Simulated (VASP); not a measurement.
# Si3Ge (Pm-3m) in VASP: relaxation of cell and atoms with PBE

Aim: the relaxation of cell and atoms of Si3Ge with PBE.

Everything below comes from runs of VASP 6.6.1. Logs are shortened: lines on timing, memory, paths and dates and some standing lists are left out, and cuts for length are marked.

## (1) The structure

The structure is cubic, space group Pm-3m (No. 221). The conventional cell has a = 4.200 Å, b = 4.200 Å, c = 4.200 Å, α = 90.00°, β = 90.00°, γ = 90.00°. Si (site symmetry 4/mmm) is surrounded by 8 Si at 2.97 Å and 4 Ge at 2.97 Å. Ge (site symmetry m-3m) is surrounded by 12 Si at 2.97 Å.

The cell was built by a generator and needn't be a form met in nature.

## (2) Relaxation of cell and atoms, PBE

INCAR

```
SYSTEM = Si3Ge
  PREC = Normal
  ENCUT = 520
  EDIFF = 1E-4
  ISMEAR = 0
  SIGMA = 0.15
  LREAL = .False.
  LASPH = .True.
  NELM = 60
  ALGO = Fast
  ISIF = 3
  LWAVE = .False.
  LCHARG = .False.
  GGA = PE
  IBRION = 2
  NSW = 24
  EDIFFG = -0.08
```

KPOINTS

```
regular mesh
0
Gamma
  5 5 5
  0 0 0
```

POSCAR

```
Si3Ge
1.0
    4.1998283400      0.0000000000      0.0000000000
    0.0000000000      4.1998283400      0.0000000000
    0.0000000000      0.0000000000      4.1998283400
Si Ge
3 1
Direct
    0.5000000000      0.0000000000      0.0000000000
    0.0000000000      0.5000000000      0.0000000000
    0.0000000000      0.0000000000      0.5000000000
    0.5000000000      0.5000000000      0.5000000000
```

Potentials or basis: VASP PAW PBE potentials, release 64 (Si, Ge_d).

Started as:

```
$ cat potpaw_PBE.64/Si/POTCAR potpaw_PBE.64/Ge_d/POTCAR > POTCAR
$ mpirun -np 1 vasp_std > vasp.out
```

OUTCAR:

```text
SYSTEM = Si3Ge
   PREC = Normal
   ENCUT = 520
   EDIFF = 1E-4
   ISMEAR = 0
   LREAL = .False.
   LASPH = .True.
   NELM = 60
   ISIF = 3
   GGA = PE
   IBRION = 2
   NSW = 24
   EDIFFG = -0.08

 ion  position               nearest neighbor table
   1  0.500  0.000  0.000-   2 2.97   3 2.97   4 2.97   3 2.97   4 2.97   2 2.97   4 2.97   4 2.97
                             2 2.97   3 2.97   3 2.97   2 2.97
   2  0.000  0.500  0.000-   1 2.97   3 2.97   4 2.97   3 2.97   4 2.97   1 2.97   3 2.97   3 2.97
                             1 2.97   4 2.97   4 2.97   1 2.97
   3  0.000  0.000  0.500-   1 2.97   2 2.97   4 2.97   1 2.97   2 2.97   2 2.97   4 2.97   2 2.97
                             1 2.97   4 2.97   1 2.97   4 2.97
   4  0.500  0.500  0.500-   1 2.97   2 2.97   3 2.97   1 2.97   2 2.97   1 2.97   3 2.97   1 2.97
                             2 2.97   3 2.97   2 2.97   3 2.97

  LATTYP: Found a simple cubic cell.
 ALAT       =     4.1998283400

  Lattice vectors:

 A1 = (   4.1998283400,   0.0000000000,   0.0000000000)
 A2 = (   0.0000000000,   4.1998283400,   0.0000000000)
 A3 = (   0.0000000000,   0.0000000000,   4.1998283400)

Analysis of symmetry for initial positions (statically):
=====================================================================
 Subroutine PRICEL returns:
 Original cell was already a primitive cell.

 Routine SETGRP: Setting up the symmetry group for a
 simple cubic supercell.

 Subroutine GETGRP returns: Found 48 space group operations
 (whereof 48 operations were pure point group operations)
 out of a pool of 48 trial point group operations.

The static configuration has the point symmetry O_h .

Analysis of symmetry for dynamics (positions and initial velocities):
=====================================================================
 Subroutine PRICEL returns:
 Original cell was already a primitive cell.

 Routine SETGRP: Setting up the symmetry group for a
 simple cubic supercell.

 Subroutine GETGRP returns: Found 48 space group operations
 (whereof 48 operations were pure point group operations)
 out of a pool of 48 trial point group operations.

The dynamic configuration has the point symmetry O_h .

 Subroutine INISYM returns: Found 48 space group operations
 (whereof 48 operations are pure point group operations),
 and found     1 'primitive' translations

----------------------------------------------------------------------------------------

                                     Primitive cell

  volume of cell :      74.0789

  direct lattice vectors                    reciprocal lattice vectors
     4.199828340  0.000000000  0.000000000     0.238104970  0.000000000  0.000000000
     0.000000000  4.199828340  0.000000000     0.000000000  0.238104970  0.000000000
     0.000000000  0.000000000  4.199828340     0.000000000  0.000000000  0.238104970

  length of vectors
     4.199828340  4.199828340  4.199828340     0.238104970  0.238104970  0.238104970

  position of ions in fractional coordinates (direct lattice)
     0.500000000  0.000000000  0.000000000
     0.000000000  0.500000000  0.000000000
     0.000000000  0.000000000  0.500000000
     0.500000000  0.500000000  0.500000000

  ion indices of the primitive-cell ions
   primitive index   ion index
                 1           1
                 2           2
                 3           3
                 4           4

----------------------------------------------------------------------------------------

 KPOINTS: regular mesh

Automatic generation of k-mesh.
 Grid dimensions read from file:
 generate k-points for:    5    5    5

 Generating k-lattice:

  Cartesian coordinates                     Fractional coordinates (reciprocal lattice)
     0.047620994  0.000000000  0.000000000     0.200000000  0.000000000  0.000000000
     0.000000000  0.047620994  0.000000000     0.000000000  0.200000000  0.000000000
     0.000000000  0.000000000  0.047620994     0.000000000  0.000000000  0.200000000

  Length of vectors
     0.047620994  0.047620994  0.047620994

  Shift w.r.t. Gamma in fractional coordinates (k-lattice)
     0.000000000  0.000000000  0.000000000

 Subroutine IBZKPT returns following result:
 ===========================================

 Found     10 irreducible k-points:

 Following reciprocal coordinates:
            Coordinates               Weight
  0.000000  0.000000  0.000000      1.000000
  0.200000  0.000000  0.000000      6.000000
  0.400000  0.000000  0.000000      6.000000
  0.200000  0.200000  0.000000     12.000000
  0.400000  0.200000  0.000000     24.000000
  0.400000  0.400000  0.000000     12.000000
  0.200000  0.200000  0.200000      8.000000
  0.400000  0.200000  0.200000     24.000000
  0.400000  0.400000  0.200000     24.000000
  0.400000  0.400000  0.400000      8.000000
   k-points           NKPTS =     10   k-points in BZ     NKDIM =     10   number of bands    NBANDS=     17
   number of dos      NEDOS =    301   number of ions     NIONS =      4
   total plane-waves  NPLWV =  13824
   dimension x,y,z NGX =    24 NGY =   24 NGZ =   24
   dimension x,y,z NGXF=    48 NGYF=   48 NGZF=   48
   ions per type =               3   1
   NGX,Y,Z   is equivalent  to a cutoff of   9.50,  9.50,  9.50 a.u.
   NGXF,Y,Z  is equivalent  to a cutoff of  19.00, 19.00, 19.00 a.u.
 SYSTEM =  Si3Ge
   PREC   = normal    normal or accurate (medium, high low for compatibility)
   ISTART =      0    job   : 0-new  1-cont  2-samecut
   ICHARG =      2    charge: 1-file 2-atom 10-const
   ISPIN  =      1    spin polarized calculation?
   LNONCOLLINEAR =      F non collinear calculations
   LSORBIT =      F    spin-orbit coupling
   LASPH  =      T    aspherical Exc in radial PAW
   ENCUT  =  520.0 eV  38.22 Ry    6.18 a.u.   7.81  7.81  7.81*2*pi/ulx,y,z
   NELM   =     60;   NELMIN=  2; NELMDL= -5     # of ELM steps
   EDIFF  = 0.1E-03   stopping-criterion for ELM
   LREAL  =      F    real-space projection
   EDIFFG = -.8E-01   stopping-criterion for IOM
   NSW    =     24    number of steps for IOM
   IBRION =      2    ionic relax: 0-MD 1-quasi-New 2-CG
   NFREE  =      1    steps in history (QN), initial steepest desc. (CG)
   ISIF   =      3    stress and relaxation
   ISYM   =      2    0-nonsym 1-usesym 2-fastsym
   POTIM  = 0.5000    time-step for ionic-motion
   TEBEG  =    0.0;   TEEND  =   0.0 temperature during run
   PSTRESS=    0.0 pullay stress
   NELECT =      26.0000    total number of electrons
   NUPDOWN=      -1.0000    fix difference up-down
   EMIN   =  10.00;   EMAX   =-10.00  energy-range for DOS
   EFERMI =   0.00;   METHOD = LEGACY
   ISMEAR =     0;   SIGMA  =   0.15  broadening in eV -4-tet -1-fermi 0-gaus
   EFERMI_NEDOS =   21; number of points for ismear=-14 and -15
   IALGO  =     68    algorithm
   IMIX   =      4    mixing-type and parameters
     AMIX     =   0.40;   BMIX     =  1.00
     AMIX_MAG =   1.60;   BMIX_MAG =  1.00
  volume/ion in A,a.u.               =      18.52       124.98
  Fermi-wavevector in a.u.,A,eV,Ry     =   1.154785  2.182227 18.143750  1.333528
  Thomas-Fermi vector in A             =   2.291419
   LORBIT       =      0    0 simple, 1 ext, 2 COOP (PROOUT), +10 PAW based schemes
   GGA     = PE    functional components
   LHFCALC =     F    Hartree Fock is set to
   AEXX    =    0.0000 exact exchange contribution
   IVDW    =     0    specifies the selected vdW correction
   LEPSILON=     F    determine dielectric tensor
   LRPA    =     F    only Hartree local field effects (RPA)
 conjugate gradient relaxation of ions
 non-spin polarized calculation
 RMM-DIIS sequential band-by-band and
 Gauss-broadening in eV      SIGMA  =   0.15
  energy-cutoff  :      520.00
  volume of cell :       74.08
 maximum number of plane-waves:      2004
   NGX = 15   NGY = 15   NGZ = 15

--------------------------------------- Ionic step        1  -------------------------------------------

 number of electron      26.0000083 magnetization

 Free energy of the ion-electron system (eV)
  ---------------------------------------------------
  ext. energy  EPLUGINS =         0.00000000
  ---------------------------------------------------
  free energy    TOTEN  =       -18.33922519 eV

  energy without entropy =      -18.31171468  energy(sigma->0) =      -18.32546994

------------------------ aborting loop because EDIFF is reached ----------------------------------------

  FORCE on cell =-STRESS in cart. coord.  units (eV):
  Direction    XX          YY          ZZ          XY          YZ          ZX
  --------------------------------------------------------------------------------------
  -------------------------------------------------------------------------------------
  Total       -3.6758376     -3.6758376     -3.6758376     -0.0000000     -0.0000000      0.0000000
  in kB      -79.5009422    -79.5009422    -79.5009422     -0.0000000     -0.0000000      0.0000000
  external PRESSURE =     -79.5009422 kB  Pullay stress =       0.0000000 kB

 VOLUME and BASIS-vectors are now :
 -----------------------------------------------------------------------------
  energy-cutoff  :      520.00
  volume of cell :       74.08
      direct lattice vectors                 reciprocal lattice vectors
     4.199828340  0.000000000  0.000000000     0.238104970  0.000000000  0.000000000
     0.000000000  4.199828340  0.000000000     0.000000000  0.238104970  0.000000000
     0.000000000  0.000000000  4.199828340     0.000000000  0.000000000  0.238104970

 POSITION                                       TOTAL-FORCE (eV/Angst)
 -----------------------------------------------------------------------------------
      2.09991      0.00000      0.00000         0.000000      0.000000      0.000000
      0.00000      2.09991      0.00000         0.000000      0.000000      0.000000
      0.00000      0.00000      2.09991         0.000000      0.000000      0.000000
      2.09991      2.09991      2.09991         0.000000      0.000000      0.000000
 -----------------------------------------------------------------------------------
    total drift:                                0.000000      0.000000     -0.000000

  FREE ENERGIE OF THE ION-ELECTRON SYSTEM (eV)
  ---------------------------------------------------
  free  energy   TOTEN  =       -18.3392251948 eV

  energy  without entropy=      -18.3117146839  energy(sigma->0) =      -18.32546994

--------------------------------------- Ionic step        2  -------------------------------------------

 number of electron      25.9999908 magnetization

 Free energy of the ion-electron system (eV)
  ---------------------------------------------------
  ext. energy  EPLUGINS =         0.00000000
  ---------------------------------------------------
  free energy    TOTEN  =       -18.60768202 eV

  energy without entropy =      -18.58145075  energy(sigma->0) =      -18.59456638

 E-fermi :   8.6925     XC(G=0): -11.0877

 val. band max:        8.5940640671   @ k =   0.4000   0.4000   0.0000
 cond. band min:       8.7199981560   @ k =   0.2000   0.2000   0.2000
 fundamental gap:      0.1259340889
 Fermi energy:         8.6924981664

 k-point     1 :       0.0000    0.0000    0.0000
  band No.  band energies     occupation
      1     -16.0173      2.00000
      2     -16.0173      2.00000
      3     -16.0143      2.00000
      4     -16.0143      2.00000
      5     -16.0143      2.00000
      6      -5.0403      2.00000
[... 9 lines left out ...]
     16      11.7515      0.00000
     17      11.7529      0.00000
[... 161 lines left out ...]
 k-point    10 :       0.4000    0.4000    0.4000
  band No.  band energies     occupation
      1     -16.0193      2.00000
      2     -16.0192      2.00000
      3     -16.0192      2.00000
      4     -16.0076      2.00000
      5     -16.0076      2.00000
      6      -0.8017      2.00000
[... 9 lines left out ...]
     16      14.5862      0.00000
     17      15.2296      0.00000

------------------------ aborting loop because EDIFF is reached ----------------------------------------

  FORCE on cell =-STRESS in cart. coord.  units (eV):
  Direction    XX          YY          ZZ          XY          YZ          ZX
  --------------------------------------------------------------------------------------
  -------------------------------------------------------------------------------------
  Total       -0.1041217     -0.1041217     -0.1041217     -0.0000000     -0.0000000      0.0000000
  in kB       -2.5801062     -2.5801062     -2.5801062     -0.0000000     -0.0000000      0.0000000
  external PRESSURE =      -2.5801062 kB  Pullay stress =       0.0000000 kB

 VOLUME and BASIS-vectors are now :
 -----------------------------------------------------------------------------
  energy-cutoff  :      520.00
  volume of cell :       64.66
      direct lattice vectors                 reciprocal lattice vectors
     4.013637182 -0.000000000  0.000000000     0.249150572  0.000000000  0.000000000
    -0.000000000  4.013637182 -0.000000000     0.000000000  0.249150572  0.000000000
    -0.000000000 -0.000000000  4.013637182    -0.000000000  0.000000000  0.249150572

 POSITION                                       TOTAL-FORCE (eV/Angst)
 -----------------------------------------------------------------------------------
      2.00682     -0.00000      0.00000         0.000000      0.000000      0.000000
     -0.00000      2.00682     -0.00000         0.000000      0.000000      0.000000
     -0.00000     -0.00000      2.00682         0.000000      0.000000      0.000000
      2.00682      2.00682      2.00682        -0.000000     -0.000000      0.000000
 -----------------------------------------------------------------------------------
    total drift:                                0.000000      0.000000     -0.000000

  FREE ENERGIE OF THE ION-ELECTRON SYSTEM (eV)
  ---------------------------------------------------
  free  energy   TOTEN  =       -18.6076820224 eV

  energy  without entropy=      -18.5814507464  energy(sigma->0) =      -18.59456638

 reached required accuracy - stopping structural energy minimisation
```

Run time: 6.9 s. Hardware: 1 thread of Intel Xeon Platinum 8375C at 2.90GHz (Ice Lake), shared host; peak memory 0.14 GiB.

What came out:

```yaml
Free_energy: -18.6077 eV
Relaxed_volume: 16.16 Å³/atom
Relaxed_cell: a = 4.014 Å, b = 4.014 Å, c = 4.014 Å, α = 90.00°, β = 90.00°, γ = 90.00°
Space_group_after_relaxing_to_0.05_Å: Pm-3m (No. 221)
Energy_gained_by_relaxing: 67.1 meV/atom
Ionic_steps: 2
Pressure_after_relaxing: -0.3 GPa
Band_gap_on_the_k_mesh: none (metal or under the smearing width)
```

The path:
```tsv
step	energy change (eV)	largest force (eV/Å)	pressure (GPa)	volume (Å³)
1	0.0000	0.0000	-7.95	74.08
2	-0.2685	0.0000	-0.26	64.66
```

Final structure:
```
Si Ge
1.0
     4.01364    0.00000    0.00000
     0.00000    4.01364    0.00000
     0.00000    0.00000    4.01364
Si Ge
3 1
Direct
  0.50000 0.00000 0.00000
  0.00000 0.50000 0.00000
  0.00000 0.00000 0.50000
  0.50000 0.50000 0.50000
```

Caveat: the relaxation stopped at a loose force limit of 0.08 eV/Å, so its end isn't a converged minimum.
